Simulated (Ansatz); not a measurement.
W: equation of state with PBEsol

Crystal: W.

```xyz
1
Lattice="-1.5823 1.5823 1.5823 1.5823 -1.5823 1.5823 1.5823 1.5823 -1.5823" Properties=species:S:1:pos:R:3 pbc="T T T"
W     0.0000    0.0000    0.0000
```

```
Program             : Ansatz 0.2.0
Task                : equation of state
Functional          : PBEsol
Potentials or basis : Ansatz PAW
Cutoff              : 420 eV
Density cutoff      : 1680 eV
k mesh              : 12 × 12 × 12
Occupations         : fermi-dirac, width 0.05 eV
Spin                : spin-orbit coupling, no magnetisation
```

The equilibrium volume is 15.72 Å³/atom and the bulk modulus is 319 GPa. The pressure derivative of the bulk modulus is 3.8.

Energy against volume, from the lowest point:
| volume (Å³/atom) | energy (meV/atom) |
| --- | --- |
| 14.897 | 46.38 |
| 15.214 | 16.52 |
| 15.531 | 1.51 |
| 15.848 | 0.00 |
| 16.165 | 10.80 |
| 16.482 | 32.72 |
| 16.798 | 64.69 |

All runs of the series together: 27 s on 2 threads of Arm Neoverse N1, on a shared host.
